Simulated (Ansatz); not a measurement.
# HfS2: the cost of one run

Program: Ansatz 0.2.0. Level of theory: DFT PBE+D3(BJ), scalar-relativistic, plane waves, PAW. These are calculated values, not measurements.

## Step 1: The starting structure

It takes space group P-3m1 (No. 164, trigonal). The conventional cell has a = 3.640 Å, b = 3.640 Å, c = 6.056 Å, α = 90.00°, β = 90.00°, γ = 120.00°. Hf (site symmetry -3m) has 6 S at 2.54 Å as nearest neighbours. Around S (site symmetry 3m) lie 3 Hf at 2.54 Å.

Structure file:

```
CELL_PARAMETERS angstrom
3.63966 0.00000 0.00000
-1.81983 3.15204 0.00000
0.00000 0.00000 6.05556
ATOMIC_POSITIONS crystal
Hf 0.00000 0.00000 0.00000
S 0.66667 0.33333 0.76395
S 0.33333 0.66667 0.23605
```

Source of the structure: the Materials Project (structure only).

(A quick probe on a coarse mesh, which set the mesh and smearing, is not shown.)

## Step 3: Full relaxation

File input.yaml:

```yaml
crystal:
  lattice:
    - [3.63966418, 0.0, 0.0]
    - [-1.81983209, 3.1520416411, 0.0]
    - [0.0, 0.0, 6.05556247]
  atoms:
    - { symbol: Hf, position: [0.0, 0.0, 0.0] }
    - { symbol: S, position: [0.66666667, 0.33333333, 0.76395205] }
    - { symbol: S, position: [0.33333333, 0.66666667, 0.23604795] }
basis:
  ecutwfc: 420
kpoints:
  mp_grid: { grid: [12, 12, 6] }
hamiltonian:
  xc: pbe
  dispersion: d3bj
scf:
  occupations: { method: gaussian, width: 0.02 }
output:
  forces: true
  stress: true
  eigenvalues: true
  write_density: true
  write_potential: true
  elf: true
  volumetric_format: npy
relax:
  adjacent_minimum: "off"
  f_tol: 0.005
  max_steps: 80
  cell: { stress_tol: 0.05 }
```

Started as:

```bash
$ ansatz run input.yaml --threads 1 --pin off --max-ram 2560MiB --backend cpu --events-out ev --progress --plain --runs-dir out
```

What time and memory should one allow on 1 thread of Intel Xeon Platinum 8559C (Emerald Rapids), shared host?

About 41 s, with a peak of 0.52 GiB.
